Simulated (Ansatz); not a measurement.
**TiSi2: properties at the relaxed cell**

An exercise on one series of results from a longer session: the logs are not shown, and one member is left open.

Method: DFT PBEsol, scalar-relativistic, plane waves, PAW, in Ansatz 0.2.0.

1 further run of the same task is left out (set aside as unsound or not needed).

**Starting point**

The structure is orthorhombic, space group Fddd (No. 70). Conventional cell: a = 4.762 Å, b = 8.182 Å, c = 8.496 Å, α = 90.00°, β = 90.00°, γ = 90.00°. Around Ti (site symmetry 222) lie 10 Si at 2.53 to 2.75 Å. Around Si (site symmetry 2) lie 5 Si at 2.52 to 2.77 Å and 5 Ti at 2.53 to 2.75 Å.

As a file:

```cif
data_structure
_symmetry_space_group_name_H-M 'Fddd:1'
_symmetry_Int_Tables_number 70
_cell_length_a 4.7618
_cell_length_b 8.1821
_cell_length_c 8.4961
_cell_angle_alpha 90.000
_cell_angle_beta 90.000
_cell_angle_gamma 90.000
_cell_volume 331.02
loop_
_atom_site_label
_atom_site_type_symbol
_atom_site_symmetry_multiplicity
_atom_site_Wyckoff_symbol
_atom_site_fract_x
_atom_site_fract_y
_atom_site_fract_z
_atom_site_occupancy
Ti1 Ti 8 b 0.75000 0.25000 0.25000 1
Si1 Si 16 f 0.75000 0.58617 0.25000 1
```

This cell was relaxed beforehand with the same method: volume 13.79 Å³/atom, gap on the mesh none (metal).

Set-up of the first run:

The input, input.yaml:

```yaml
crystal:
  lattice:
    - [0.0, 4.0497346182, 4.205134563]
    - [2.356827125, 0.0, 4.205134563]
    - [2.356827125, 4.0497346182, 0.0]
  atoms:
    - { symbol: Ti, position: [0.75, 0.75, 0.75] }
    - { symbol: Ti, position: [0.5, 0.5, 0.5] }
    - { symbol: Si, position: [0.0861670623, 0.4138329377, 0.0861670623] }
    - { symbol: Si, position: [0.4138329377, 0.0861670623, 0.4138329377] }
    - { symbol: Si, position: [0.1638329377, 0.8361670623, 0.1638329377] }
    - { symbol: Si, position: [0.8361670623, 0.1638329377, 0.8361670623] }
basis:
  ecutwfc: 420
kpoints:
  mp_grid: { grid: [10, 10, 10] }
hamiltonian:
  xc: pbesol
scf:
  occupations: { method: gaussian, width: 0.1 }
output:
  forces: true
  stress: true
  eigenvalues: true
relax:
  adjacent_minimum: "off"
  f_tol: 0.01
  max_steps: 30
  cell: { stress_tol: 0.1, fix: [volume] }
```

Command:

```console
ansatz run input.yaml --threads 1 --pin off --max-ram 2560MiB --backend cpu --events-out ev --progress --plain --runs-dir out
```

Steps of the session up to this table: Point at V/V0 = 0.97; The cell scaled to 1.03 of its volume; Point at V/V0 = 0.94; Volume × 1.06; The cell scaled to 0.91 of its volume; The cell scaled to 1.10 of its volume; The cell scaled to 0.88 of its volume.

One table of the session follows, with a row left open; its other results are not shown here.

It belongs to the step «Equation of state». 

```
volume (Å³/atom)  energy above the lowest point (meV/atom)  pressure (GPa)
          12.137                                     117.0           25.35
          12.551                                      62.1           17.42
          12.965                                      26.0           10.66
          13.379                                       6.1            4.91
          13.792                                       0.0            0.00
          14.206                                       5.6           -4.19
          14.620                                         ?               ?
          15.172                                      54.8          -11.68
```

Q: Estimate the row for volume (Å³/atom) = 14.620 from the others.

Worked estimate for «energy above the lowest point (meV/atom)». A straight line through the neighbours (14.206, 5.6) and (15.172, 54.8) gives 5.6 + (54.8 − 5.6) × (14.620 − 14.206) / (15.172 − 14.206) = 26.7; a parabola fitted to 3 rows on both sides gives 20.5.

As computed: energy above the lowest point (meV/atom): 21.1; pressure (GPa): -7.75. In «energy above the lowest point (meV/atom)» the line misses by +5.6 and the parabola by -0.6.
